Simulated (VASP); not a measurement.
# CdS (Hawleyite) (F-43m) in VASP: notebook, part 4 of 4

VASP 6.6.1.

## 6. G0W0 quasiparticle levels, PBE

File POSCAR:

```
CdS
1.0
    0.0000000000      2.9165000000      2.9165000000
    2.9165000000      0.0000000000      2.9165000000
    2.9165000000      2.9165000000      0.0000000000
Cd S
1 1
Direct
    0.0000000000      0.0000000000      0.0000000000
    0.7500000000      0.7500000000      0.7500000000
```

File INCAR.step1:

```
ALGO = Fast ; EDIFF = 1E-8
ENCUT = 450 ; GGA = PE
ISMEAR = 0 ; LASPH = True
LCHARG = False ; LREAL = False
LWAVE = True ; NELM = 100
PREC = Accurate ; SIGMA = 0.01
```

File INCAR.step2:

```
ALGO = Exact ; EDIFF = 1E-8
ENCUT = 450 ; GGA = PE
ISMEAR = 0 ; ISTART = 1
LASPH = True ; LCHARG = False
LOPTICS = True ; LREAL = False
LWAVE = True ; NBANDS = 306
NELM = 1 ; PREC = Accurate
SIGMA = 0.01
```

File INCAR.step3:

```
ALGO = EVGW0 ; EDIFF = 1E-8
ENCUT = 450 ; ENCUTGW = 260
GGA = PE ; ISMEAR = 0
ISTART = 1 ; LASPH = True
LCHARG = False ; LREAL = False
LWAVE = False ; NBANDS = 306
NBANDSGW = 17 ; NELMGW = 1
NOMEGA = 48 ; PREC = Accurate
PRECFOCK = Fast ; SIGMA = 0.01
```

File KPOINTS:

```
k-points
0
Gamma
  4 4 4
```

Potentials or basis: VASP PAW PBE potentials, release 64 (Cd_GW, S_GW).

Started as:

```bash
$ cat potpaw_PBE.64/Cd_GW/POTCAR potpaw_PBE.64/S_GW/POTCAR > POTCAR
$ cp INCAR.step1 INCAR
$ mpirun -np 1 vasp_std > vasp.out
$ cp INCAR.step2 INCAR
$ mpirun -np 1 vasp_std > vasp.out
$ cp INCAR.step3 INCAR
$ mpirun -np 1 vasp_std > vasp.out
```

OUTCAR:

```text
EDIFF = 1E-8
   ENCUT = 450
   ENCUTGW = 260
   GGA = PE
   ISMEAR = 0
   ISTART = 1
   LASPH = True
   LREAL = False
   NELMGW = 1
   PREC = Accurate
   PRECFOCK = Fast

 Found      8 irreducible k-points:

 Following reciprocal coordinates:
            Coordinates               Weight
  0.000000  0.000000  0.000000      1.000000
  0.250000  0.000000  0.000000      8.000000
  0.500000  0.000000  0.000000      4.000000
  0.250000  0.250000  0.000000      6.000000
  0.500000  0.250000  0.000000     24.000000
 -0.250000  0.250000  0.000000     12.000000
   k-points           NKPTS =      8   k-points in BZ     NKDIM =     64   number of bands    NBANDS=    306
   number of dos      NEDOS =    301   number of ions     NIONS =      2
   total plane-waves  NPLWV =  27000
   dimension x,y,z NGX =    30 NGY =   30 NGZ =   30
   dimension x,y,z NGXF=    60 NGYF=   60 NGZF=   60
   ions per type =               1   1
[... 33 lines left out ...]
  volume/ion in A,a.u.               =      24.81       167.41
  Fermi-wavevector in a.u.,A,eV,Ry     =   1.167599  2.206442 18.548649  1.363287
  Thomas-Fermi vector in A             =   2.304097
   LORBIT       =      0    0 simple, 1 ext, 2 COOP (PROOUT), +10 PAW based schemes
   GGA     = PE    functional components
   LHFCALC =     T    Hartree Fock is set to
   PRECFOCK=fast      Normal, Fast or Accurate (Low or Medium for compatibility)
   ENCUT4O =  -1.0   cutoff for four orbital integrals eV
   NKREDX  =     1    reduce k-point grid by
   NKREDY  =     1    reduce k-point grid by
   NKREDZ  =     1    reduce k-point grid by
   AEXX    =    1.0000 exact exchange contribution
   HFSCREEN=    0.0000 screening length (either q_TF or 0.3 A-1)
   HFSCREENC=   0.0000 screening length for correlation (either q_TF or 0.3 A-1)
   ENCUTFOCK=  -1.0 apply spherical cutoff to Coloumb kernel
   IVDW    =     0    specifies the selected vdW correction
   LEPSILON=     F    determine dielectric tensor
   LRPA    =     F    only Hartree local field effects (RPA)
   LRPAFORCE           =     F    calculate RPA forces
   ENCUTGW             = 260.0    cutoff for response function in eV
   ENCUTGWSOFT         = 208.0    soft cutoff for Coulomb kernel in GW response function in eV
   ENCUTLF             =  -1.0    cutoff for local field effects
   NELMGW              =     1    number of iterations in solving QP/BSE equation
   NELMHF              =     1    number of iterations in the inner HF iteration
   NKREDLFX            =     1    NKREDLFY  =   1   NKREDLFZ  =   1
 non-spin polarized calculation
 Gauss-broadening in eV      SIGMA  =   0.01
  energy-cutoff  :      450.00
  volume of cell :       49.62
 maximum number of plane-waves:      1090
 NGX is ok and might be reduce to    30
  NGX = 16; NGY = 16; NGZ = 16
   NGX = 15   NGY = 15   NGZ = 15
 maximum number of plane-waves:       483

 QP shifts <psi_nk| G(iteration)W_0 |psi_nk>: iteration 1
 for sc-GW calculations column KS-energies equals QP-energies in previous step
 and V_xc(KS)=  KS-energies - (<T + V_ion + V_H > + <T+V_H+V_ion>^1  + <V_x>^1)

 k-point   1 :       0.0000    0.0000    0.0000
  band No.  KS-energies  QP-energies   sigma(KS)   V_xc(KS)     V^pw_x(r,r')   Z            occupation Imag(sigma)

      1      -9.6917     -10.2693     -13.9496     -12.9991     -20.9180       0.6077       2.0000       0.8203
      2      -5.0717      -7.0172     -17.9698     -15.1662     -22.9053       0.6939       2.0000       0.2578
      3      -5.0717      -7.0172     -17.9698     -15.1662     -22.9053       0.6939       2.0000       0.2578
      4      -5.0717      -7.0172     -17.9698     -15.1662     -22.9053       0.6939       2.0000       0.2578
      5      -4.5942      -6.6686     -18.4482     -15.4980     -23.2327       0.7031       2.0000       0.2328
      6      -4.5942      -6.6686     -18.4482     -15.4980     -23.2327       0.7031       2.0000       0.2328
[... 102 lines left out ...]
      4      -4.6186      -6.6612     -18.2613     -15.3541     -23.0574       0.7026       2.0000       0.2418
      5      -4.6055      -6.6775     -18.4132     -15.4688     -23.2069       0.7037       2.0000       0.2350
      6      -4.3412      -6.2751     -18.0838     -15.3303     -22.8768       0.7023       2.0000       0.2559
[... 9 lines left out ...]
     16      15.8119      16.1275     -10.4825     -10.9130      -4.4878       0.7331       0.0000      -0.4858
     17      16.8097      16.8337      -8.6576      -8.6890      -2.9598       0.7632       0.0000      -0.5495

 [... further k-points ...]
```

OUTCAR.step1:

```text
EDIFF = 1E-8
   ENCUT = 450
   GGA = PE
   ISMEAR = 0
   LASPH = True
[... 208 lines left out ...]
 -----------------------------------------------------------------------------------
      0.00000      0.00000      0.00000        -0.000000      0.000000      0.000000
      4.37475      4.37475      4.37475         0.000000     -0.000000     -0.000000
 -----------------------------------------------------------------------------------
    total drift:                               -0.000000     -0.000000     -0.000000

  FREE ENERGIE OF THE ION-ELECTRON SYSTEM (eV)
  ---------------------------------------------------
  free  energy   TOTEN  =        -6.1298870492 eV

  energy  without entropy=       -6.1298870492  energy(sigma->0) =       -6.12988705
```

It took 29 min on 1 thread of AMD EPYC 7R13 (Zen 3), shared host; peak memory 0.87 GiB.

These settings aren't checked as converged: the numbers below hold their error.

What came out:

| Quantity | Value |
| --- | --- |
| Band gap on the k mesh, mean-field level | 1.13 eV, direct |
| Quasiparticle gap | 1.99 eV |
| Least direct quasiparticle gap | 1.99 eV |

Caveat: the k mesh is coarse (spacing up to 0.47 Å⁻¹), so the values aren't converged; bands, screening cutoff and mesh are small and nothing is extrapolated, so the quasiparticle values aren't converged.
